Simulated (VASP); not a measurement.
HfC: relaxation of cell and atoms with PBE

The system is HfC.

```
Hf C
1.0
     0.00000    2.32357    2.32357
     2.32357    0.00000    2.32357
     2.32357    2.32357    0.00000
Hf C
1 1
Direct
  0.50000 0.50000 0.50000
  0.00000 0.00000 0.00000
```

```json
{
  "Program": "VASP 6.6.1",
  "Task": "relaxation of cell and atoms",
  "Functional": "PBE",
  "Potentials or basis": "VASP PAW PBE potentials, release 64 (Hf_pv, C)",
  "Cutoff": "520 eV",
  "k mesh": "16 × 16 × 16",
  "Occupations": "gaussian, width 0.1 eV",
  "Spin": "no spin polarisation",
  "Further INCAR settings": "ALGO = Normal; EDIFF = 1e-07; IBRION = 2; POTIM = 0.3; EDIFFG = -0.005; NSW = 60; ISIF = 3"
}
```

The pressure after relaxing is 0.0 GPa. The band gap on the k mesh is none (metal or under the smearing width).

Final structure:
```yaml
crystal:
  lattice:
    - [0.00000, 2.32357, 2.32357]
    - [2.32357, 0.00000, 2.32357]
    - [2.32357, 2.32357, 0.00000]
  atoms:
    - { symbol: Hf, position: [0.50000, 0.50000, 0.50000] }
    - { symbol: C, position: [0.00000, 0.00000, 0.00000] }
```

Levels at points of the mesh, in eV from the Fermi level:
| k point | band 4 | band 5 | band 6 | band 7 | band 8 | band 9 | band 10 | band 11 |
| --- | --- | --- | --- | --- | --- | --- | --- | --- |
| (0.00, 0.00, 0.00) | -12.30 | 1.02 | 1.02 | 1.02 | 1.41 | 1.41 | 1.41 | 3.42 |
| (0.50, 0.00, 0.00) | -8.54 | -6.12 | -2.97 | -2.97 | 5.35 | 5.35 | 5.81 | 6.58 |
| (0.50, 0.50, 0.00) | -10.40 | -2.56 | -1.76 | -0.07 | -0.07 | 5.34 | 6.77 | 6.77 |

Run time: 12 s on 1 thread of Intel(R) Xeon(R) 6975P-C (Granite Rapids), on a shared host, peak memory 0.17 GiB.

Caveat: the relaxation stopped at its first step, so nothing moved. The run has no spin-orbit coupling, so splittings on Hf are missing.
